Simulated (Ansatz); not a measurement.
Input and command of a plane-wave DFT calculation in Ansatz:

```yaml
crystal:
  lattice:
    - [3.0751950059, 0.0, 0.0269079563]
    - [-1.5375975029, 2.6631969967, -0.0134539782]
    - [0.04417146, 0.0, 5.0481668544]
  atoms:
    - { symbol: Si, position: [0.3333333333, 0.6666666667, 0.0046028828] }
    - { symbol: Si, position: [0.6666666667, 0.3333333333, 0.5046028828] }
    - { symbol: C, position: [0.3333333333, 0.6666666667, 0.3803971172] }
    - { symbol: C, position: [0.6666666667, 0.3333333333, 0.8803971172] }
basis:
  ecutwfc: 500
kpoints:
  mp_grid: { grid: [12, 12, 6] }
hamiltonian:
  xc: r2scan
scf:
  occupations: { method: gaussian, width: 0.05 }
output:
  forces: true
  stress: true
  eigenvalues: true
```

```bash
ansatz run input.yaml --threads 1 --pin off --max-ram 2560MiB --backend cpu --events-out ev --progress --plain --runs-dir out
```

Processor: Intel(R) Xeon(R) Processor @ 2.50GHz (Skylake/Cascade Lake), 1 thread, on a host shared with other jobs.

Question: Estimate time, memory and problem size.

Answer: About 40 s on 1 thread of Intel(R) Xeon(R) Processor @ 2.50GHz (Skylake/Cascade Lake) (shared host), peak memory 0.58 GiB. It solves 12 bands at 242 k points (the mesh reduced by symmetry) with about 1075 plane waves, in 6 SCF iterations.
